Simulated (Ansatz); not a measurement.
Rocksalt RbBr, relaxed with r2SCAN: the symmetry is Fm-3m (No. 225, cubic); conventional cell a = 6.922 Å, 41.45 Å³ an atom. Rb has 6 Br at 3.46 Å; Br has 6 Rb at 3.46 Å. One-shot G0W0@PBE in the plane-wave code Ansatz on a 4×4×4 mesh (contour deformation, no spin-orbit coupling), from a PBE gap of 4.291 eV over the mesh points (the G0W0 gap is direct on the mesh); the number N of bands summed and the screening cutoff rise together. Calculated for a static, non-magnetic cell.

```tsv
N	cutoff (eV)	1000/N	G0W0 gap (eV)
196	100	5.102	6.680
462	180	2.165	6.846
```

**Lay a straight line in 1000/N through these rows.** The slope is -0.0565 eV per unit of 1000/N and the intercept 6.968 eV.

**Predict the gap at N = 890 (260 eV).** 6.968 + (-0.0565) × 1.124 = 6.904 eV; the run gives 6.898 eV, -0.006 eV from the line.

**With that run's result added, what limit do the last two rows suggest?** Their slope is (6.898 − 6.846)/(1.124 − 2.165) = -0.0500, which meets 1/N = 0 at 6.95 eV, against 6.968 eV from the first line. The slope flattens, so the first line overshoots; the k mesh isn't extrapolated.

The runs are scalar-relativistic, without spin-orbit coupling.
